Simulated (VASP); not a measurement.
# Zn: convergence, electric field gradients

Zn, P6_3/mmc (no. 194), 2 atoms in the cell. PBE, electric field gradients; PAW potentials Zn (PBE set). VASP 6.6.1.

Wanted: Vzz within 5 %; asymmetry within 0.1.

POSCAR:
```
Zn
1.0
    2.6700000000      0.0000000000      0.0000000000
   -1.3350000000      2.3122878281      0.0000000000
    0.0000000000      0.0000000000      4.9660000000
Zn
2
Direct
    0.6666666667      0.3333333333      0.7500000000
    0.3333333333      0.6666666667      0.2500000000
```

The series start from ENCUT (eV): 450; k mesh: 13 × 13 × 7; EDIFF (eV): 1e-7; SIGMA (eV): 0.1; PREC: Accurate; LREAL: no; ALGO: Normal. Each series keeps the choices made before it, and each single choice may use up half of a tolerance.

## ENCUT (eV)

| ENCUT (eV) | Vzz, largest deviation against the largest value | Asymmetry, largest deviation | SCF iterations | Time (s) |
|---|---|---|---|---|
| 300 | 0.039 % | 0.00 | 13 | 6.8 |
| 350 | 0.12 % | 0.00 | 13 | 7.5 |
| 450 | 0.034 % | 0.00 | 13 | 12 |
| 500 | 0.0026 % | 0.00 | 13 | 14 |
| 550 | 0.031 % | 0.00 | 13 | 15 |
| 700 (reference) | 0 % | 0.00 | 13 | 19 |

Chosen: 300, the loosest value from which every tighter one stays within half of the tolerance.

## k mesh

| k mesh | Vzz, largest deviation against the largest value | Asymmetry, largest deviation | SCF iterations | Time (s) |
|---|---|---|---|---|
| 3 × 3 × 2 | 60 % | 0.00 | 13 | 2.2 |
| 4 × 4 × 2 | 65 % | 0.00 | 13 | 2.4 |
| 6 × 6 × 3 | 95 % | 0.01 | 13 | 2.7 |
| 7 × 7 × 4 | 14 % | 0.00 | 13 | 3.2 |
| 9 × 9 × 4 | 4.9 % | 0.00 | 13 | 3.9 |
| 11 × 11 × 5 | 13 % | 0.00 | 13 | 4.7 |
| 13 × 13 × 7 | 4.6 % | 0.00 | 13 | 6.8 |
| 16 × 16 × 8 | 3.6 % | 0.00 | 13 | 10 |
| 20 × 20 × 10 (reference) | 0 % | 0.00 | 13 | 18 |

Chosen: 20 × 20 × 10; the next looser run is off by more than half of the tolerance, so convergence isn't shown beyond this value.

## EDIFF (eV)

| EDIFF (eV) | Vzz, largest deviation against the largest value | Asymmetry, largest deviation | SCF iterations | Time (s) |
|---|---|---|---|---|
| 0.0001 | 0.081 % | 0.00 | 9 | 12 |
| 1e-5 | 0.059 % | 0.00 | 10 | 14 |
| 1e-6 | 0.0027 % | 0.00 | 11 | 16 |
| 1e-7 | 0 % | 0.00 | 13 | 18 |
| 1e-8 (reference) | 0 % | 0.00 | 14 | 19 |

Chosen: 0.0001.

## SIGMA (eV)

| SIGMA (eV) | Vzz, largest deviation against the largest value | Asymmetry, largest deviation | SCF iterations | Time (s) |
|---|---|---|---|---|
| 0.3 | 2.5 % | 0.00 | 9 | 12 |
| 0.2 | 2.3 % | 0.00 | 9 | 12 |
| 0.1 | 1.6 % | 0.00 | 9 | 12 |
| 0.05 (reference) | 0 % | 0.00 | 9 | 12 |

Chosen: 0.2.

## PREC

| PREC | Vzz, largest deviation against the largest value | Asymmetry, largest deviation | SCF iterations | Time (s) |
|---|---|---|---|---|
| Accurate | 0 % | 0.00 | 9 | 12 |
| Normal | 0.21 % | 0.00 | 9 | 8.5 |

Chosen: Normal; it saves 3.2 s of 12, so Accurate would do nearly as well.

## LREAL

| LREAL | Vzz, largest deviation against the largest value | Asymmetry, largest deviation | SCF iterations | Time (s) |
|---|---|---|---|---|
| no | 0 % | 0.00 | 9 | 8.5 |
| Auto | 0.0053 % | 0.00 | 9 | 13 |

Chosen: no; no other choice that stays within half of the tolerance saves 30 % of the time.

## ALGO

| ALGO | Vzz, largest deviation against the largest value | Asymmetry, largest deviation | SCF iterations | Time (s) |
|---|---|---|---|---|
| Normal | 0 % | 0.00 | 9 | 8.5 |
| Fast | 0.016 % | 0.00 | 10 | 10 |
| All | 0.14 % | 0.00 | 11 | 10 |

Chosen: Normal.

## All choices together

| Input | Vzz, largest deviation against the largest value | Asymmetry, largest deviation | Time (s) |
|---|---|---|---|
| defaults, on a 11 × 11 × 5 mesh (naive) | 15 % | 0.00 | 2.2 |
| chosen settings | 2.5 % | 0.00 | 8.5 |
| reference settings throughout | 0 % | 0.00 | 57 |

The chosen settings stay within the tolerance of the reference run, but the reference itself isn't shown to be converged in: k mesh.

Values of the reference run: Vzz: 36.47, 36.47 V/A^2; Asymmetry: 0, 0 asymmetry, 0 where Vzz is under 0.3 V/A^2.

## The input

INCAR:
```
ALGO = Normal
EDIFF = 1E-4
ENCUT = 300
GGA = PE
ISMEAR = 1
KPAR = 2
LASPH = True
LCHARG = False
LEFG = True
LREAL = False
LWAVE = False
NELM = 120
PREC = Normal
QUAD_EFG = 150
SIGMA = 0.2
```

KPOINTS:
```
Automatic mesh
0
Gamma
  20 20 10
  0 0 0
```

Commands:
```
cat potpaw_PBE.64/Zn/POTCAR > POTCAR
mpirun -np 2 vasp_std > vasp.out
```

The chosen input took VASP 6.6.1 8.5 s on 2 cores (Intel Xeon Platinum 8259CL @ 2.50GHz (Skylake/Cascade Lake)), a shared host.

## An input that fails: one k point for a small cell

It runs to its end, but against the unchanged starting input it is off by 832 % in the Vzz, 0.00 in the asymmetry.

k mesh: 13 × 13 × 7 becomes 1 × 1 × 1.

Changes against the starting input:
```
- KPAR = 2
```
